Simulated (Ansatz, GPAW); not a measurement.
Given: the input of a run of Ansatz 0.2.0 on CaO. The cell is a database's computed one, not the measured one.

File input.yaml:

```yaml
crystal:
  lattice:
    - [0.0, 2.403555696, 2.403555696]
    - [2.403555696, 0.0, 2.403555696]
    - [2.403555696, 2.403555696, 0.0]
  atoms:
    - { symbol: Ca, position: [0.0, 0.0, 0.0] }
    - { symbol: O, position: [0.5, 0.5, 0.5] }
hamiltonian:
  xc: pbe
  pseudopotentials: { kind: paw }
kpoints:
  mp_grid: { grid: [10, 10, 10] }
scf:
  occupations: { method: gaussian, width: 0.03 }
output:
  forces: true
  stress: true
  eigenvalues: true
  write_density: true
  write_potential: true
  elf: true
  volumetric_format: npy
```

Potentials or basis: Ansatz PAW.

Command:

```bash
$ ansatz run input.yaml --threads 2 --pin off --max-ram 5632MiB --backend cpu --events-out ev --progress --plain --runs-dir out
```

**Question.** Set up the same calculation for GPAW 26.7.0 (ASE script). Potentials or basis there: GPAW PAW data sets (gpaw-data 1.2.1), cutoff 800 eV.

**Answer.** As run (cutoffs and basis follow the program's own potentials, and thresholds, step limits or extra output files can differ):

Contents of run.py:

```python
from ase.dft.bandgap import bandgap
from ase.io import read, write
from ase.units import GPa
from gpaw import GPAW, PW

atoms = read('POSCAR')

calc = GPAW(mode=PW(800),
            xc='PBE',
            kpts={'size': (10, 10, 10), 'gamma': True},
            occupations={'name': 'methfessel-paxton', 'order': 0, 'width': 0.03},
            nbands=16,
            convergence={'density': 1e-05, 'energy': 1e-05},
            maxiter=150,
            txt='gpaw.txt')
atoms.calc = calc
energy = atoms.get_potential_energy()
forces = atoms.get_forces()
stress = atoms.get_stress()
calc.write('gs.gpw')
write('result.traj', atoms)
print(f'Energy: {energy:.6f} eV')
print('Forces (eV/A):')
print(forces.round(4))
print('Stress (GPa):', (stress / GPa).round(3))
print('Fermi level:', round(calc.get_fermi_level(), 4), 'eV')
print(f'Gap: {bandgap(calc)[0]:.4f} eV, direct: {bandgap(calc, direct=True)[0]:.4f} eV')
```

File POSCAR:

```
CaO
1.0
    0.0000000000      2.4035556960      2.4035556960
    2.4035556960      0.0000000000      2.4035556960
    2.4035556960      2.4035556960      0.0000000000
Ca O
1 1
Direct
    0.0000000000      0.0000000000      0.0000000000
    0.5000000000      0.5000000000      0.5000000000
```

Potentials or basis: GPAW PAW data sets (gpaw-data 1.2.1), pw.

Command:

```console
$ OMP_NUM_THREADS=1 python run.py
```

Both were run:

|  | Ansatz | GPAW |
| --- | --- | --- |
| Pressure | 1.6 GPa | 2.2 GPa |

Ansatz's pressure holds a Pulay term of +0.41 GPa for its cutoff of 420 eV, which the other run lacks.

Where Ansatz's input types no cutoff or centring, it takes its own default and a Γ-centred mesh.

Pressure is positive in compression.
